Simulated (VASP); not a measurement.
Al2Pt: equation of state with PBEsol

Al2Pt:

```
Pt Al
1.0
     0.00000    2.94803    2.94803
     2.94803    0.00000    2.94803
     2.94803    2.94803    0.00000
Pt Al
1 2
Cartesian
  0.0000 0.0000 0.0000
  4.4220 4.4220 4.4220
  1.4740 1.4740 1.4740
```

* Program: VASP 6.6.1
* Task: equation of state
* Functional: PBEsol
* Potentials or basis: VASP PAW PBE potentials, release 64 (Pt, Al)
* Cutoff: 520 eV
* k mesh: 8 × 8 × 8
* Occupations: fermi-dirac, width 0.05 eV
* Spin: no spin polarisation
* Ladder: gaps
* Further INCAR settings: ALGO = Normal; EDIFF = 1e-06

* Equilibrium volume: 17.08 Å³/atom
* Bulk modulus: 139 GPa
* Pressure derivative of the bulk modulus: 4.5 (rough: it moves with the points fitted)

Energy against volume, from the lowest point:
| volume (Å³/atom) | energy (meV/atom) |
| --- | --- |
| 16.397 | 12.89 |
| 16.739 | 3.13 |
| 17.081 | 0.00 |
| 17.422 | 2.82 |
| 17.764 | 10.97 |

All runs of the series together: 59 s on 1 thread of Intel(R) Xeon(R) Platinum 8259CL CPU @ 2.50GHz (Skylake/Cascade Lake), on a shared host.

Caveat: the PAW data sets were made with another functional, which shifts forces and pressure a little. Spin-orbit coupling is left out, which matters for the levels of Pt.
